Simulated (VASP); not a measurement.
Wanted: the native input for a VASP 6.6.1 run.

```
Task                   : single point
Functional             : PBEsol
Potentials or basis    : VASP PAW PBE potentials, release 64 (Pd)
Cutoff                 : 520 eV
k mesh                 : 18 × 18 × 18
Occupations            : gaussian, width 0.1 eV
Spin                   : no spin polarisation
Further INCAR settings : ALGO = Normal; EDIFF = 1e-06; NBANDS = 11
```

The structure of Pd lies in POSCAR:

```
Pd
1.0
   -1.5431889800      1.5431889800      1.5431889800
    1.5431889800     -1.5431889800      1.5431889800
    1.5431889800      1.5431889800     -1.5431889800
Pd
1
Direct
    0.0000000000      0.0000000000      0.0000000000
```

This isn't the form of Pd at room conditions, which is fcc.

One way to write it, as run:

INCAR

```
  ALGO = Normal
  EDIFF = 1E-6
  ENCUT = 520
  GGA = PS
  ISIF = 2
  ISMEAR = 0
  LASPH = True
  LCHARG = False
  LREAL = False
  LWAVE = False
  NBANDS = 11
  NELM = 100
  PREC = Accurate
  SIGMA = 0.1
```

KPOINTS

```
k-points
0
Gamma
  18 18 18
```

Potentials or basis: VASP PAW PBE potentials, release 64 (Pd).

Run with:

```console
$ cat potpaw_PBE.64/Pd/POTCAR > POTCAR
$ mpirun -np 1 vasp_std > vasp.out
```

It gave:

| Quantity | Value |
| --- | --- |
| Pressure | -0.9 GPa |
| Band gap on the k mesh | none (metal or under the smearing width) |

Caveat: the PAW data sets were made with another functional, which shifts forces and pressure a little.

Run time: 9.1 s on 1 thread of Intel(R) Xeon(R) 6975P-C (Granite Rapids), on a shared host, peak memory 0.15 GiB.
